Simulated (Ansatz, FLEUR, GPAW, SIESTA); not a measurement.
**YN: 5 runs at one level of theory**

```xyz
2
Lattice="0.0000 2.4385 2.4385 2.4385 0.0000 2.4385 2.4385 2.4385 0.0000" Properties=species:S:1:pos:R:3 pbc="T T T"
Y     0.0000    0.0000    0.0000
N     2.4385    2.4385    2.4385
```

Alike in all runs: task equation of state; functional LDA; k mesh 9 × 9 × 9; occupations fermi-dirac, width 0.05 eV; no spin polarisation; no spin-orbit coupling. LDA stands for any of its common fits.

```
                                                                                   program and potentials  plane-wave cutoff (eV)                                                 notes  equilibrium volume (Å³/atom)  bulk modulus (GPa)
                                                                                       Ansatz, Ansatz PAW                     420  potentials made for PBE, which Ansatz adapts in part                         14.00               183.1
SIESTA, files PseudoDojo sr-lda-0.4.1-standard, DZP (energy shift 0.003 Ry; two zetas on semicore shells)                       -                                          atomic basis                         14.15               178.7
                                                                               FLEUR, all-electron, FLAPW                       -                                                     -                         13.99               183.3
                                                           Ansatz, all-electron LAPW, scalar-relativistic                       -                                                     -                         14.00               182.2
                               GPAW, the program's PAW data sets (release 1.2.1) made for this functional                     800                                                     -                         13.92               181.7
```

The equilibrium volume spans 13.92 (GPAW, the program's PAW data sets (release 1.2.1) made for this functional) to 14.15 Å³/atom (SIESTA, files PseudoDojo sr-lda-0.4.1-standard, DZP (energy shift 0.003 Ry; two zetas on semicore shells)), with all-electron results at 13.99 to 14.00. The bulk modulus spans 178.7 (SIESTA, files PseudoDojo sr-lda-0.4.1-standard, DZP (energy shift 0.003 Ry; two zetas on semicore shells)) to 183.3 GPa (FLEUR, all-electron, FLAPW), with all-electron results at 182.2 to 183.3. Rows in atomic bases carry the error of their basis and grid, which can be large.

The functional is the same throughout but for its coding, so the spread measures potentials, basis and numerics; runs on potential files found faulty are left out.
